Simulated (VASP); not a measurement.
## Ni: equation of state with PBE

Ni:

```
Ni
1.0
     0.00000    1.73757    1.73757
     1.73757    0.00000    1.73757
     1.73757    1.73757    0.00000
Ni
1
Direct
  0.00000 0.00000 0.00000
```

| Item | Value |
| --- | --- |
| Program | VASP 6.6.1 |
| Task | equation of state |
| Functional | PBE |
| Potentials or basis | VASP PAW PBE potentials, release 64 (Ni) |
| Cutoff | 520 eV |
| k mesh | 13 × 13 × 13 |
| Occupations | fermi-dirac, width 0.05 eV |
| Spin | collinear spin, ferromagnetic start |
| Starting moments | [1.0] μB |
| Further INCAR settings | ALGO = Normal; EDIFF = 1e-07; NBANDS = 15 |

| Property | Result |
| --- | --- |
| Equilibrium volume | 10.88 Å³/atom |
| Bulk modulus | 197 GPa |
| Pressure derivative of the bulk modulus | 4.9 |

Energy against volume, from the lowest point:
| volume (Å³/atom) | energy (meV/atom) |
| --- | --- |
| 9.862 | 71.59 |
| 10.072 | 43.38 |
| 10.282 | 22.90 |
| 10.492 | 9.33 |
| 10.702 | 1.91 |
| 10.912 | 0.00 |
| 11.122 | 2.99 |

All runs of the series together: 2.4 min on 1 thread of Intel(R) Xeon(R) Platinum 8488C (Sapphire Rapids), with other jobs on the host.
